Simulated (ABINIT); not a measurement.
The system is HfC.

```
Hf C
1.0
     0.00000    2.32500    2.32500
     2.32500    0.00000    2.32500
     2.32500    2.32500    0.00000
Hf C
1 1
Direct
  0.50000 0.50000 0.50000
  0.00000 0.00000 0.00000
```

- Program: ABINIT 10.8.3 (patched build)
- Task: relaxation of cell and atoms
- Functional: PBEsol
- Potentials or basis: PseudoDojo NC SR PBEsol v0.4.1 standard
- Cutoff: 1116 eV
- k mesh: 8 × 8 × 8
- Occupations: fermi-dirac, width 0.05 eV
- Spin: no spin polarisation

At the start: pressure -6.2 GPa; volume 12.57 Å³/atom.

Task: How do energy, volume and symmetry change on relaxing?

Result: Over 4 steps the energy falls by 6.3 meV/atom and the volume is 12.25 Å³/atom (-2.6 %); space group Fm-3m (No. 225, to 0.05 Å).

Step by step:
```
step  energy change (eV)  largest force (eV/Å)  pressure (GPa)  volume (Å³)
   1              0.0000                0.0000           -6.18        25.14
   2             -0.0117                0.0000           -1.72        24.66
   3             -0.0127                0.0000            0.06        24.49
   4             -0.0127                0.0000            0.00        24.49
```

Final structure:
```yaml
crystal:
  lattice:
    - [0.00000, 2.30501, 2.30501]
    - [2.30501, 0.00000, 2.30501]
    - [2.30501, 2.30501, 0.00000]
  atoms:
    - { symbol: Hf, position: [0.50000, 0.50000, 0.50000] }
    - { symbol: C, position: [0.00000, 0.00000, 0.00000] }
```
